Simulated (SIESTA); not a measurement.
The system is MoS2.

```xyz
3
Lattice="1.5800 0.9122 6.1500 -1.5800 0.9122 6.1500 0.0000 -1.8244 6.1500" Properties=species:S:1:pos:R:3 pbc="T T T"
Mo    0.0000    0.0000    0.0000
S     0.0000    0.0000    7.6936
S     0.0000    0.0000    4.6125
```

Measurements of this composition are mostly on another form, of space group No. 194.

Base run:

```yaml
Program: SIESTA 5.4.2
Functional: PBE
Potentials_or_basis: PseudoDojo 0.4 standard (PBE files)
Basis: DZ (energy shift 0.003 Ry; two zetas on semicore shells)
Grid_cutoff: 800 Ry
Energy_shift: 0.003 Ry
k_mesh: 7 × 7 × 7
Occupations: fermi-dirac, width 0.05 eV
Spin: no spin polarisation
```

Its results: band gap on the k mesh 0.90 eV, indirect (least direct gap 2.18 eV); pressure 17.5 GPa; largest force 2.375 eV/Å.

Task: After a change of settings the same cell gave: band gap on the k mesh 1.09 eV, indirect (least direct gap 2.15 eV); pressure 7.6 GPa; largest force 0.873 eV/Å. Which change was it?
A. basis from DZ (energy shift 0.003 Ry; two zetas on semicore shells) to SZP (energy shift 0.003 Ry)
B. basis from DZ (energy shift 0.003 Ry; two zetas on semicore shells) to TZDP (energy shift 0.003 Ry; two zetas on semicore shells)
C. basis from DZ (energy shift 0.003 Ry; two zetas on semicore shells) to SZ (energy shift 0.003 Ry)

Result: B.

Caveats: an odd mesh through Γ misses points on the zone boundary, where band edges often lie; the basis of atomic orbitals isn't converged, which shifts pressures, moduli and gaps; the basis has no polarisation orbitals (some runs); forces of over 1 eV/Å show positions far from the minimum, so gaps and moduli don't describe the material at rest (some runs).
